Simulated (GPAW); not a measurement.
Crystal: GaN.

```xyz
2
Lattice="0.0000 2.2535 2.2535 2.2535 0.0000 2.2535 2.2535 2.2535 0.0000" Properties=species:S:1:pos:R:3 pbc="T T T"
Ga    0.0000    0.0000    0.0000
N     1.1268    1.1268    1.1268
```

The cell is a database's computed one.

Base run:

| Item | Value |
| --- | --- |
| Program | GPAW 26.7.0 |
| Functional | LDA |
| Potentials or basis | the program's PAW data sets (release 1.2.1) made for this functional |
| Cutoff | 600 eV |
| Basis | pw |
| k mesh | 8 × 8 × 8 |
| Occupations | fermi-dirac, width 0.001 eV |
| Spin | no spin polarisation |

Its results: band gap on the k mesh 1.84 eV, direct; electronic dielectric tensor (diagonal) 5.66.

Q: The run is repeated on the same cell with these changes: functional from LDA to GLLB-SC; cutoff from 600 eV to 550 eV; kernels from ["RPA", "LR0.2", "ALDA_X"] to ["RPA", "ALDA", "LR0.3"]. What comes out?

A: Band gap on the k mesh, kohn-sham part alone 2.08 eV, direct; electronic dielectric tensor (diagonal) 4.99.

Caveats: the long-wavelength limit can be off by a per cent or two; a model potential gives levels but no total energy (some runs); response on these states lacks terms of the Hamiltonian (some runs).

A k mesh can miss the band edges.

Not every run made on this cell is shown here.
